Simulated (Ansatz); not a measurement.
# Relaxing F in the diamond type

First guess:

```
CELL_PARAMETERS angstrom
0.00000 2.23228 2.23228
2.23228 0.00000 2.23228
2.23228 2.23228 0.00000
ATOMIC_POSITIONS crystal
F 0.00000 0.00000 0.00000
F 0.25000 0.25000 0.25000
```

Theory: Ansatz 0.2.0, DFT, PBE, PAW with Ansatz's default frozen-core files, scalar-relativistic.

Cell and atoms relax within the symmetry of the start on a 16×16×16 k mesh with 0.05 eV Fermi–Dirac smearing.

The start is built from a prototype, known or not as a phase of this compound; the cutoff is 420 eV.

What is the pressure of the first guess?

20.3 GPa.

What does it relax to?

a = 4.874 Å, b = 4.874 Å, c = 4.874 Å, α = 90.00°, β = 90.00°, γ = 90.00° (conventional cell), 14.47 Å³ per atom:
```
CELL_PARAMETERS angstrom
0.00000 2.43708 2.43708
2.43708 0.00000 2.43708
2.43708 2.43708 0.00000
ATOMIC_POSITIONS crystal
F 0.00000 0.00000 0.00000
F 0.25000 0.25000 0.25000
```

How much energy does the relaxation release?

163 meV/atom.
